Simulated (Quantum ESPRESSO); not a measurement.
The system is Rh.

```
Rh
1.0
     0.00000    1.89785    1.89785
     1.89785    0.00000    1.89785
     1.89785    1.89785    0.00000
Rh
1
Direct
  0.00000 0.00000 0.00000
```

Base run:

```yaml
Program: Quantum ESPRESSO 7.5
Functional: AM05
Potentials_or_basis: SG15 PBE 1.2
Cutoff: 952 eV
Density_cutoff: 3810 eV
k_mesh: 12 × 12 × 12
Occupations: fermi-dirac, width 0.05 eV
Spin: no spin polarisation
```

Its results: band gap on the k mesh none (metal or under the smearing width); pressure -5.7 GPa.

**Question.** After a change of settings the same cell gave: band gap on the k mesh none (metal or under the smearing width); pressure 7.3 GPa. Which change was it?
A. functional from AM05 to PBE
B. functional from AM05 to rSCAN; k mesh from 12 × 12 × 12 to 9 × 9 × 9
C. functional from AM05 to M06L; k mesh from 12 × 12 × 12 to 9 × 9 × 9
D. functional from AM05 to SCAN; k mesh from 12 × 12 × 12 to 9 × 9 × 9

**Answer.** A.

PBE binds less tightly than AM05, so the same cell stands under more pressure.

Caveats: the potentials were made for another functional, which shifts forces and pressure (some runs).
